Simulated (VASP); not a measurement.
Crystal: Rh.

```
Rh
1.0
     0.00000    1.89785    1.89785
     1.89785    0.00000    1.89785
     1.89785    1.89785    0.00000
Rh
1
Direct
  0.00000 0.00000 0.00000
```

- Program: VASP 6.6.1
- Task: single point
- Functional: PBEsol
- Potentials or basis: VASP PAW PBE potentials, release 64 (Rh_pv)
- Cutoff: 520 eV
- k mesh: 12 × 12 × 12
- Occupations: fermi-dirac, width 0.05 eV
- Spin: no spin polarisation

On this cell: pressure -3.8 GPa; band gap on the k mesh none (metal or under the smearing width).

The same run follows on a disturbed copy (cell strained at random at fixed volume):

```
Rh
1.0
    -0.03933    1.88309    1.96246
     1.90193    0.03281    1.89032
     1.92465    1.83367    0.01009
Rh
1
Cartesian
  -0.0047 -0.0016 0.0159
```

Q: What does the disturbed cell give?

A: The energy (extrapolated to zero smearing) moves by +42.8 meV/atom; pressure -2.5 GPa; band gap on the k mesh none (metal or under the smearing width).

Stress tensor (GPa, compression positive):
```
-7.55  1.95  5.50
 1.95  4.77 -9.95
 5.50 -9.95 -4.81
```

Caveats: the PAW data sets were made with another functional, which shifts forces and pressure a little.
